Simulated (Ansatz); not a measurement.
# Ga2O3 (Ga2O3 at 52 GPa): the cost of one run

Computed with Ansatz 0.2.0 (DFT, PBE, plane-wave PAW, default files, scalar-relativistic, unless a step's input says otherwise).

## (1) Starting point

The structure is orthorhombic, space group Pbcn (No. 60). Conventional cell: a = 6.942 Å, b = 4.732 Å, c = 4.855 Å, α = 90.00°, β = 90.00°, γ = 90.00°. Around Ga (site symmetry 1) lie 6 O at 1.75 to 1.99 Å. O (site symmetry 1) is surrounded by 4 Ga at 1.75 to 1.99 Å. O (site symmetry 2) has 4 Ga at 1.88 to 1.89 Å as nearest neighbours.

Structure file:

```cif
data_structure
_symmetry_space_group_name_H-M 'Pbcn'
_symmetry_Int_Tables_number 60
_cell_length_a 6.9420
_cell_length_b 4.7320
_cell_length_c 4.8550
_cell_angle_alpha 90.000
_cell_angle_beta 90.000
_cell_angle_gamma 90.000
_cell_volume 159.48
loop_
_atom_site_label
_atom_site_type_symbol
_atom_site_symmetry_multiplicity
_atom_site_Wyckoff_symbol
_atom_site_fract_x
_atom_site_fract_y
_atom_site_fract_z
_atom_site_occupancy
Ga1 Ga 8 d 0.11292 0.75004 0.04065 1
O1 O 8 d 0.85188 0.63394 0.12120 1
O2 O 4 c 0.00000 0.04173 0.25000 1
```

## (2) Relaxing the atoms in the given cell

Input file input.yaml:

```yaml
crystal:
  lattice:
    - [6.942, 0.0, 0.0]
    - [0.0, 4.732, 0.0]
    - [0.0, 0.0, 4.855]
  atoms:
    - { symbol: Ga, position: [0.11292, 0.75004, 0.04065] }
    - { symbol: Ga, position: [0.61292, 0.74996, 0.95935] }
    - { symbol: Ga, position: [0.88708, 0.75004, 0.45935] }
    - { symbol: Ga, position: [0.38708, 0.74996, 0.54065] }
    - { symbol: Ga, position: [0.88708, 0.24996, 0.95935] }
    - { symbol: Ga, position: [0.38708, 0.25004, 0.04065] }
    - { symbol: Ga, position: [0.11292, 0.24996, 0.54065] }
    - { symbol: Ga, position: [0.61292, 0.25004, 0.45935] }
    - { symbol: O, position: [0.85188, 0.63394, 0.1212] }
    - { symbol: O, position: [0.35188, 0.86606, 0.8788] }
    - { symbol: O, position: [0.14812, 0.63394, 0.3788] }
    - { symbol: O, position: [0.64812, 0.86606, 0.6212] }
    - { symbol: O, position: [0.14812, 0.36606, 0.8788] }
    - { symbol: O, position: [0.64812, 0.13394, 0.1212] }
    - { symbol: O, position: [0.85188, 0.36606, 0.6212] }
    - { symbol: O, position: [0.35188, 0.13394, 0.3788] }
    - { symbol: O, position: [0.0, 0.04173, 0.25] }
    - { symbol: O, position: [0.5, 0.45827, 0.75] }
    - { symbol: O, position: [0.0, 0.95827, 0.75] }
    - { symbol: O, position: [0.5, 0.54173, 0.25] }
kpoints:
  mp_grid: { grid: [3, 5, 5] }
scf:
  occupations: { method: fermi_dirac, width: 0.02 }
hamiltonian:
  xc: pbe
  pseudopotentials: { kind: paw }
output:
  forces: true
  stress: true
  populations: true
  efg:
    quadrupole_moments_barn: { Ga: 0.107, O: -0.02558 }
    contact_densities: true
  write_density: true
  write_potential: true
  elf: true
  volumetric_format: npy
relax:
  f_tol: 0.02
  max_steps: 60
```

On the command line:

```console
$ ansatz run input.yaml --threads 1 --pin off --max-ram 3072MiB --backend cpu --events-out ev --progress --plain --runs-dir out
```

Q: Estimate wall time and peak memory on 1 thread of Arm Neoverse V2, shared host.

About 2.1 min, with a peak of 0.59 GiB.
